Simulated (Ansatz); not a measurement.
Data:

Starting cell, CaF2 (fluorite):

```
CELL_PARAMETERS angstrom
      0.00000     5.51106     5.51106
      2.75553     2.75553     5.51106
      2.75553     2.75553     0.00000
ATOMIC_POSITIONS crystal
  Ca 0.00000 0.00000 0.00000
  Ca 0.50000 0.00000 0.00000
  F  0.00000 0.75000 0.75000
  F  0.50000 0.75000 0.75000
  F  0.00000 0.25000 0.25000
  F  0.50000 0.25000 0.25000
```

The atoms are displaced by Q × the pattern below (from a DFPT mode at X = (0.5, 0.5, 0.0), largest move 1; Q in Å), at fixed cell. It is one choice among 2 degenerate patterns. (q is in reciprocal vectors of the primitive cell; the cell shown is doubled to hold the pattern.)

| atom | x | y | z |
|---|---|---|---|
| F3 | 0.000 | -1.000 | 0.000 |
| F4 | 0.000 | 1.000 | 0.000 |
| F5 | 0.000 | 1.000 | 0.000 |
| F6 | 0.000 | -1.000 | 0.000 |

Atoms not listed stay in place.

Computed with PBE (plane waves to 420 eV, PAW, scalar-relativistic; Ansatz, a program for electronic structure). k mesh 10×10×10 (Γ-centred), Fermi-Dirac smearing 0.05 eV. The energy includes the smearing's −TS. CaF2 was relaxed with its symmetry unable to fall. ΔE is measured from the undisplaced structure.

The scan covers Q from -0.280 to 0.280 Å in 13 points.

Problem. Is this a single well or a double well?

Solution. A single well with its minimum at or next to zero displacement.

Problem. Which space group does the distorted structure have?

Solution. Cmce (No. 64), lowered from Fm-3m.

Problem. What is the energy change at Q = 0.280 Å?

Solution. 287.9 meV/cell.

Problem. What harmonic wavenumber does the curvature at Q = 0 give?

Solution. 158 cm⁻¹.

(A displaced cell: forces are minus the slopes of the energy, force constants its curvatures, and phonons follow from these.)
